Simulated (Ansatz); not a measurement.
WS2, a slab with vacuum:

```
W S
1.0
     3.18295    0.00000    0.00000
    -1.59148    2.75652    0.00000
     0.00000    0.00000   28.53222
W S
3 6
Direct
  0.66667 0.33333 0.43436
  0.66667 0.33333 0.88553
  0.00000 0.00000 0.65929
  0.66667 0.33333 0.60463
  0.00000 0.00000 0.37971
  0.00000 0.00000 0.83085
  0.66667 0.33333 0.71395
  0.00000 0.00000 0.48903
  0.00000 0.00000 0.94019
```

Base run:

* Program: Ansatz 0.2.0
* Functional: PBE
* Potentials or basis: Ansatz PAW
* Cutoff: 420 eV (not typed: the program's choice for these potentials)
* k mesh: 10 × 10 × 1
* Occupations: gaussian, width 0.014 eV
* Spin: no spin polarisation

Its results: band gap on the k mesh 1.47 eV, indirect (least direct gap 2.11 eV); largest force 0.265 eV/Å.

**Question.** The run is repeated on the same cell with these changes: functional from PBE to r2SCAN; cutoff from 420 eV (not typed: the program's choice for these potentials) to 500 eV (not typed: the program's choice for these potentials); occupations from gaussian, width 0.014 eV to fermi-dirac, width 0.05 eV. What comes out?

**Answer.** Band gap on the k mesh 1.59 eV, indirect (least direct gap 2.24 eV); largest force 0.036 eV/Å.

Caveats: spin-orbit coupling is left out, which moves the levels of the heavy elements; the k mesh misses the band edges, so the gap on the mesh is wider than the one along the path (some runs); the PAW data sets come from PBE, with cores solved anew for the run's functional, which leaves a small shift of forces and pressure (some runs).
